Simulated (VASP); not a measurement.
# CdO (Fm-3m) in VASP: further runs

Aim: see how the results for CdO move with the level of theory and the settings. Levels: HSE06, PBEsol. Tasks: band structure.

Program: VASP 6.6.1. These are calculated values, not measurements. Logs are shortened: lines on timing, memory, paths and dates and some standing lists are left out, and cuts for length are marked.

**1. Starting point**

It takes space group Fm-3m (No. 225, cubic). Conventional cell: a = 4.705 Å, b = 4.705 Å, c = 4.705 Å, α = 90.00°, β = 90.00°, γ = 90.00°. Cd (site symmetry m-3m) is surrounded by 6 O at 2.35 Å. O (site symmetry m-3m) is surrounded by 6 Cd at 2.35 Å.

**2. Band structure, HSE06, spin-orbit coupling, no magnetisation**

The input, POSCAR:

```
CdO                                     
1.0
    0.0000000000      2.3523961157      2.3523961157
    2.3523961157      0.0000000000      2.3523961157
    2.3523961157      2.3523961157      0.0000000000
  Cd              O             
     1     1
Direct
     0.0000000000000000    0.0000000000000000    0.0000000000000000
     0.5000000000000000    0.5000000000000000    0.5000000000000000
```

The input, INCAR.step1:

```
SYSTEM = CdO
PREC = Accurate
ENCUT = 520
EDIFF = 1E-5
ISMEAR = 0
SIGMA = 0.03
LREAL = .FALSE.
LASPH = .TRUE.
NELM = 80
ALGO = Normal
ISIF = 2
LWAVE = .TRUE.
LCHARG = .FALSE.
MAGMOM = 0 0 0 0 0 0
LORBIT = 11
LSORBIT = .TRUE.
GGA_COMPAT = .FALSE.
NBANDS = 32
KPAR = 4
GGA = PE
```

The input, INCAR.step2:

```
SYSTEM = CdO
PREC = Accurate
ENCUT = 520
EDIFF = 1E-7
ISMEAR = 0
SIGMA = 0.03
LREAL = .FALSE.
LASPH = .TRUE.
NELM = 80
ALGO = Normal
ISIF = 2
LWAVE = .FALSE.
LCHARG = .FALSE.
MAGMOM = 0 0 0 0 0 0
LORBIT = 11
LSORBIT = .TRUE.
GGA_COMPAT = .FALSE.
GGA = PE
LHFCALC = .TRUE.
HFSCREEN = 0.2
PRECFOCK = Fast
NBANDS = 32
KPAR = 4
ISTART = 1
```

The input, KPOINTS:

```
regular mesh
0
G
  6 6 6
  0 0 0
```

The input, KPOINTS_OPT:

```
explicit points
9
Reciprocal
 0.0000000000  0.0000000000  0.0000000000 1
 0.3750000000  0.3750000000  0.7500000000 1
 0.5000000000  0.5000000000  0.5000000000 1
 0.6250000000  0.2500000000  0.6250000000 1
 0.5000000000  0.2500000000  0.7500000000 1
 0.5000000000  0.0000000000  0.5000000000 1
 0.4000000000  0.0000000000  0.4000000000 1
 0.4250000000  0.0000000000  0.4250000000 1
 0.4500000000  0.0000000000  0.4500000000 1
```

Potentials or basis: VASP PAW PBE potentials, release 64 (Cd, O).

Launch:

```
> cat potpaw_PBE.64/Cd/POTCAR potpaw_PBE.64/O/POTCAR > POTCAR
> cp INCAR.step1 INCAR
> mpirun -np 4 vasp_ncl > vasp.out
> cp INCAR.step2 INCAR
> mpirun -np 4 vasp_ncl > vasp.out
```

OUTCAR:

```text
SYSTEM = CdO
   PREC = Accurate
   ENCUT = 520
   EDIFF = 1E-7
   ISMEAR = 0
   LREAL = .FALSE.
   LASPH = .TRUE.
   NELM = 80
   ISIF = 2
   LORBIT = 11
   LSORBIT = .TRUE.
   GGA = PE
   LHFCALC = .TRUE.
   HFSCREEN = 0.2
   PRECFOCK = Fast
   ISTART = 1

 ion  position               nearest neighbor table
   1  0.000  0.000  0.000-   2 2.35   2 2.35   2 2.35   2 2.35   2 2.35   2 2.35
   2  0.500  0.500  0.500-   1 2.35   1 2.35   1 2.35   1 2.35   1 2.35   1 2.35

  LATTYP: Found a face centered cubic cell.
 ALAT       =     4.7047922314

  Lattice vectors:

 A1 = (   0.0000000000,   2.3523961157,   2.3523961157)
 A2 = (   2.3523961157,   0.0000000000,   2.3523961157)
 A3 = (   2.3523961157,   2.3523961157,   0.0000000000)

Analysis of symmetry for initial positions (statically):
=====================================================================
 Subroutine PRICEL returns:
 Original cell was already a primitive cell.

 Routine SETGRP: Setting up the symmetry group for a
 face centered cubic supercell.

 Subroutine GETGRP returns: Found 48 space group operations
 (whereof 48 operations were pure point group operations)
 out of a pool of 48 trial point group operations.

The static configuration has the point symmetry O_h .

Analysis of symmetry for dynamics (positions and initial velocities):
=====================================================================
 Subroutine PRICEL returns:
 Original cell was already a primitive cell.

 Routine SETGRP: Setting up the symmetry group for a
 face centered cubic supercell.

 Subroutine GETGRP returns: Found 48 space group operations
 (whereof 48 operations were pure point group operations)
 out of a pool of 48 trial point group operations.

The dynamic configuration has the point symmetry O_h .

Analysis of structural, dynamic, and magnetic symmetry:
=====================================================================
 Subroutine PRICEL returns:
 Original cell was already a primitive cell.

 Routine SETGRP: Setting up the symmetry group for a
 face centered cubic supercell.

 Subroutine GETGRP returns: Found 48 space group operations
 (whereof 48 operations were pure point group operations)
 out of a pool of 48 trial point group operations.

The overall configuration has the point symmetry O_h .

 Subroutine INISYM returns: Found 48 space group operations
 (whereof 48 operations are pure point group operations),
 and found     1 'primitive' translations

----------------------------------------------------------------------------------------

                                     Primitive cell

  volume of cell :      26.0352

  direct lattice vectors                    reciprocal lattice vectors
     0.000000000  2.352396116  2.352396116    -0.212549237  0.212549237  0.212549237
     2.352396116  0.000000000  2.352396116     0.212549237 -0.212549237  0.212549237
     2.352396116  2.352396116  0.000000000     0.212549237  0.212549237 -0.212549237

  length of vectors
     3.326790491  3.326790491  3.326790491     0.368146078  0.368146078  0.368146078

  position of ions in fractional coordinates (direct lattice)
     0.000000000  0.000000000  0.000000000
     0.500000000  0.500000000  0.500000000

  ion indices of the primitive-cell ions
   primitive index   ion index
                 1           1
                 2           2

----------------------------------------------------------------------------------------

 KPOINTS: regular mesh

Automatic generation of k-mesh.
 Grid dimensions read from file:
[... 80 lines left out ...]
   LORBIT       =     11    0 simple, 1 ext, 2 COOP (PROOUT), +10 PAW based schemes
   GGA     = PE    functional components
   LHFCALC =     T    Hartree Fock is set to
   PRECFOCK=fast      Normal, Fast or Accurate (Low or Medium for compatibility)
   ENCUT4O =  -1.0   cutoff for four orbital integrals eV
   NKREDX  =     1    reduce k-point grid by
   NKREDY  =     1    reduce k-point grid by
   NKREDZ  =     1    reduce k-point grid by
   AEXX    =    0.2500 exact exchange contribution
   HFSCREEN=    0.2000 screening length (either q_TF or 0.3 A-1)
   HFSCREENC=   0.2000 screening length for correlation (either q_TF or 0.3 A-1)
   ENCUTFOCK=  -1.0 apply spherical cutoff to Coloumb kernel
   IVDW    =     0    specifies the selected vdW correction
   LEPSILON=     F    determine dielectric tensor
   LRPA    =     F    only Hartree local field effects (RPA)
 Gauss-broadening in eV      SIGMA  =   0.03
  energy-cutoff  :      520.00
  volume of cell :       26.04
 maximum number of plane-waves:      1450
 NGX is ok and might be reduce to    28
  NGX = 14; NGY = 14; NGZ = 14

 number of electron      18.0000002 magnetization      -0.0000000     -0.0000000      0.0000000

 number of electron      18.0000002 magnetization      -0.0000000     -0.0000000     -0.0000000

 number of electron      18.0000002 magnetization       0.0000000      0.0000000      0.0000000

 Free energy of the ion-electron system (eV)
  ---------------------------------------------------
  ext. energy  EPLUGINS =         0.00000000
  ---------------------------------------------------
  free energy    TOTEN  =       -10.04196148 eV

  energy without entropy =      -10.04196148  energy(sigma->0) =      -10.04196148

 E-fermi :   1.1612     XC(G=0):  -9.5279

 val. band max:        0.9696661848   @ k =   0.5000   0.0000   0.0000
 cond. band min:       1.8488651229   @ k =   0.0000   0.0000   0.0000
 fundamental gap:      0.8791989381
 Fermi energy:         1.1611986650

 k-point     1 :       0.0000    0.0000    0.0000
  band No.  band energies     occupation
      1     -17.9788      1.00000
      2     -17.9788      1.00000
      3      -6.8966      1.00000
      4      -6.8966      1.00000
      5      -6.8966      1.00000
      6      -6.8966      1.00000
[... 517 lines left out ...]
     29      24.1593      0.00000
     30      24.1593      0.00000
 [bands above 30 left out]

------------------------ aborting loop because EDIFF is reached ----------------------------------------

  FORCE on cell =-STRESS in cart. coord.  units (eV):
  Direction    XX          YY          ZZ          XY          YZ          ZX
  --------------------------------------------------------------------------------------
  -------------------------------------------------------------------------------------
  Total        0.2679933      0.2679933      0.2679933      0.0000000      0.0000000      0.0000000
  in kB       16.4919920     16.4919920     16.4919920      0.0000000      0.0000000      0.0000000
  external PRESSURE =      16.4919920 kB  Pullay stress =       0.0000000 kB

 VOLUME and BASIS-vectors are now :
 -----------------------------------------------------------------------------
  energy-cutoff  :      520.00
  volume of cell :       26.04
      direct lattice vectors                 reciprocal lattice vectors
     0.000000000  2.352396116  2.352396116    -0.212549237  0.212549237  0.212549237
     2.352396116  0.000000000  2.352396116     0.212549237 -0.212549237  0.212549237
     2.352396116  2.352396116  0.000000000     0.212549237  0.212549237 -0.212549237

 POSITION                                       TOTAL-FORCE (eV/Angst)
 -----------------------------------------------------------------------------------
      0.00000      0.00000      0.00000         0.000000     -0.000000     -0.000000
      2.35240      2.35240      2.35240        -0.000000      0.000000      0.000000
 -----------------------------------------------------------------------------------
    total drift:                                0.000001      0.000000      0.000000

  FREE ENERGIE OF THE ION-ELECTRON SYSTEM (eV)
  ---------------------------------------------------
  free  energy   TOTEN  =       -10.0419614783 eV

  energy  without entropy=      -10.0419614783  energy(sigma->0) =      -10.04196148

 Spin-Orbit-Coupling matrix elements

 Ion:    1  E_soc:     -0.0474262
 l=   1
     0.0000000    -0.0014584    -0.0014584
    -0.0014584     0.0000000    -0.0014584
    -0.0014584    -0.0014584     0.0000000
 l=   2
     0.0000000    -0.0013279     0.0000000    -0.0013279    -0.0051181
    -0.0013279     0.0000000    -0.0038386    -0.0013279    -0.0012795
     0.0000000    -0.0038386     0.0000000    -0.0038386     0.0000000
    -0.0013279    -0.0013279    -0.0038386     0.0000000    -0.0012795
    -0.0051181    -0.0012795     0.0000000    -0.0012795     0.0000000
 l=   3
     0.0000000     0.0000000     0.0000000     0.0000000     0.0000000     0.0000000     0.0000000
     0.0000000     0.0000000     0.0000000     0.0000000     0.0000000     0.0000000     0.0000000
     0.0000000     0.0000000     0.0000000     0.0000000     0.0000000     0.0000000     0.0000000
     0.0000000     0.0000000     0.0000000     0.0000000     0.0000000     0.0000000     0.0000000
     0.0000000     0.0000000     0.0000000     0.0000000     0.0000000     0.0000000     0.0000000
     0.0000000     0.0000000     0.0000000     0.0000000     0.0000000     0.0000000     0.0000000
     0.0000000     0.0000000     0.0000000     0.0000000     0.0000000     0.0000000     0.0000000

 Ion:    2  E_soc:     -0.0004044
 l=   1
     0.0000000    -0.0000674    -0.0000674
    -0.0000674     0.0000000    -0.0000674
    -0.0000674    -0.0000674     0.0000000
 l=   2
     0.0000000     0.0000000     0.0000000     0.0000000     0.0000000
     0.0000000     0.0000000     0.0000000     0.0000000     0.0000000
     0.0000000     0.0000000     0.0000000     0.0000000     0.0000000
     0.0000000     0.0000000     0.0000000     0.0000000     0.0000000
     0.0000000     0.0000000     0.0000000     0.0000000     0.0000000
 l=   3
     0.0000000     0.0000000     0.0000000     0.0000000     0.0000000     0.0000000     0.0000000
     0.0000000     0.0000000     0.0000000     0.0000000     0.0000000     0.0000000     0.0000000
     0.0000000     0.0000000     0.0000000     0.0000000     0.0000000     0.0000000     0.0000000
     0.0000000     0.0000000     0.0000000     0.0000000     0.0000000     0.0000000     0.0000000
     0.0000000     0.0000000     0.0000000     0.0000000     0.0000000     0.0000000     0.0000000
     0.0000000     0.0000000     0.0000000     0.0000000     0.0000000     0.0000000     0.0000000
     0.0000000     0.0000000     0.0000000     0.0000000     0.0000000     0.0000000     0.0000000

 total charge

# of ion       s       p       d       tot
------------------------------------------
    1        0.299   0.248   9.691  10.239
    2        1.569   3.403   0.000   4.972
--------------------------------------------------
tot          1.869   3.651   9.691  15.211

 magnetization (x)

# of ion       s       p       d       tot
------------------------------------------
    1        0.000   0.000   0.000   0.000
    2        0.000   0.000   0.000   0.000
--------------------------------------------------
tot          0.000   0.000   0.000   0.000

 magnetization (y)

# of ion       s       p       d       tot
------------------------------------------
    1        0.000   0.000  -0.000  -0.000
    2        0.000   0.000   0.000   0.000
--------------------------------------------------
tot          0.000   0.000  -0.000  -0.000

 magnetization (z)

# of ion       s       p       d       tot
------------------------------------------
    1        0.000  -0.000  -0.000  -0.000
    2       -0.000   0.000   0.000  -0.000
--------------------------------------------------
tot         -0.000  -0.000  -0.000  -0.000
```

Run time: 30 min. Hardware: 4 MPI ranks of Intel Xeon Platinum 8375C at 2.90GHz (Ice Lake), shared host; peak memory 0.36 GiB.

What came out:

| Item | Value |
| --- | --- |
| Free energy | -10.0420 eV |
| Pressure | 1.6 GPa |
| Valence electrons inside the program's atomic spheres | Cd 10.24; O 4.97 |

Caveat: the k mesh is coarse (spacing up to 0.39 Å⁻¹), so the values aren't converged, least of all with exact exchange; the PAW data sets were made with another functional, which shifts forces and pressure a little.

**3. Band structure, PBEsol**

The input, INCAR:

```
SYSTEM = CdO
PREC = Accurate ; ENCUT = 520
EDIFF = 1E-7 ; ISMEAR = 0
SIGMA = 0.03 ; LREAL = .False.
LASPH = .True. ; NELM = 80
ALGO = Normal ; ISIF = 2
LWAVE = .False. ; LCHARG = .False.
GGA = PS ; NBANDS = 16
ICORELEVEL = 1
```

The input, KPOINTS:

```
regular mesh
0
Gamma
  12 12 12
  0 0 0
```

The input, POSCAR:

```
CdO                                     
1.0
    0.0000000000      2.3523961160      2.3523961160
    2.3523961160      0.0000000000      2.3523961160
    2.3523961160      2.3523961160      0.0000000000
  Cd              O             
     1     1
Direct
     0.0000000000000000    0.0000000000000000    0.0000000000000000
     0.5000000000000000    0.5000000000000000    0.5000000000000000
```

The input, KPOINTS_OPT:

```
explicit points
159
Reciprocal
 0.0000000000  0.0000000000  0.0000000000 1
 0.0357142857  0.0000000000  0.0357142857 1
 0.0714285714  0.0000000000  0.0714285714 1
 0.1071428571  0.0000000000  0.1071428571 1
 0.1428571429  0.0000000000  0.1428571429 1
 0.1785714286  0.0000000000  0.1785714286 1
[... 151 lines left out ...]
 0.4250000000  0.0000000000  0.4250000000 1
 0.4500000000  0.0000000000  0.4500000000 1
```

Potentials or basis: VASP PAW PBE potentials, release 64 (Cd, O).

Launch:

```
> cat potpaw_PBE.64/Cd/POTCAR potpaw_PBE.64/O/POTCAR > POTCAR
> mpirun -np 1 vasp_std > vasp.out
```

Wall time 65 s (1 thread of Intel Xeon Platinum 8259CL at 2.50GHz (Skylake/Cascade Lake), shared host); peak memory 0.19 GiB.

It converged, with:

| Property | Result |
| --- | --- |
| Free energy | -8.5040 eV |
| Pressure | 0.2 GPa |
| Band gap along the path | none (metal or under the smearing width) |

Levels at the corners of the path, in eV from the Fermi level:
```csv
point,band 7,band 8,band 9,band 10,band 11,band 12
Γ,-1.37,-1.37,-1.37,-0.57,14.73,16.83
X,-4.42,-2.36,-2.36,3.73,8.40,11.02
X,-4.42,-2.36,-2.36,3.73,8.40,11.02
W,-3.05,-3.05,-1.92,5.87,8.77,8.77
W,-3.05,-3.05,-1.92,5.87,8.77,8.77
K,-3.46,-2.93,-1.30,5.28,8.45,8.49
K,-3.46,-2.93,-1.30,5.28,8.45,8.49
Γ,-1.37,-1.37,-1.37,-0.57,14.73,16.83
Γ,-1.37,-1.37,-1.37,-0.57,14.73,16.83
L,-3.85,-0.03,-0.03,4.26,7.19,11.75
L,-3.85,-0.03,-0.03,4.26,7.19,11.75
U,-3.46,-2.93,-1.30,5.28,8.45,8.49
U,-3.46,-2.93,-1.30,5.28,8.45,8.49
W,-3.05,-3.05,-1.92,5.87,8.77,8.77
W,-3.05,-3.05,-1.92,5.87,8.77,8.77
L,-3.85,-0.03,-0.03,4.26,7.19,11.75
L,-3.85,-0.03,-0.03,4.26,7.19,11.75
K,-3.46,-2.93,-1.30,5.28,8.45,8.49
U,-3.46,-2.93,-1.30,5.28,8.45,8.49
X,-4.42,-2.36,-2.36,3.73,8.40,11.02
```

Core levels (eV, on the scale of the bands):
```
atom                                                                                    levels
1 Cd  1s -26512.2, 2s -3929.3, 2p -3524.6, 3s -726.3, 3p -593.5, 3d -386.0, 4s -98.6, 4p -59.7
 2 O                                                                                 1s -503.3
```

Caveat: the PAW data sets were made with another functional, which shifts forces and pressure a little; this crystal is a semiconductor, whose small gap the functional closes, so the metal is an error of the method.
